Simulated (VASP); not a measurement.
The system is MnAs.

```
Mn As
1.0
     3.36162    0.00000    0.00000
     0.00000    3.36162    0.00000
     0.00000    0.00000    3.36162
Mn As
1 1
Cartesian
  0.0000 0.0000 0.0000
  1.6808 1.6808 1.6808
```

The cell was built by a generator and needn't be a form met in nature.

* Program: VASP 6.6.1
* Task: relaxation of cell and atoms
* Functional: r2SCAN
* Dispersion: D3(BJ)
* Potentials or basis: VASP PAW PBE potentials, release 64 (Mn_pv, As)
* Cutoff: 600 eV
* k mesh: 8 × 8 × 8
* Occupations: gaussian, width 0.05 eV
* Spin: collinear spin, ferromagnetic start
* Starting moments: [4.0, 0.0] μB

At the start: pressure -9.2 GPa; volume 18.99 Å³/atom.

Question: Where does the relaxation end?

Answer: Over 6 steps the energy falls by 28.8 meV/atom and the volume is 16.31 Å³/atom (-14.1 %); space group Pm-3m (No. 221, to 0.05 Å); moment 3.71 μB per cell.

Step by step:
| step | energy change (eV) | largest force (eV/Å) | pressure (GPa) | volume (Å³) |
| --- | --- | --- | --- | --- |
| 1 | 0.0000 | 0.0000 | -9.16 | 37.99 |
| 2 | -0.0570 | 0.0000 | 0.85 | 32.33 |
| 3 | -0.0121 | 0.0000 | -5.32 | 34.97 |
| 4 | -0.0575 | 0.0000 | -0.18 | 32.66 |
| 5 | -0.0576 | 0.0000 | 0.12 | 32.56 |
| 6 | -0.0576 | 0.0000 | -0.04 | 32.61 |

Final structure:
```
Mn As
1.0
     3.19500    0.00000    0.00000
     0.00000    3.19500    0.00000
     0.00000    0.00000    3.19500
Mn As
1 1
Direct
  0.00000 0.00000 0.00000
  0.50000 0.50000 0.50000
```

Caveat: the PAW data sets were made with another functional, which shifts forces and pressure a little; a cell with one magnetic atom can't hold antiferromagnetic order, which such compounds often take; pairwise dispersion overbinds metals, which lowers pressure and volume.
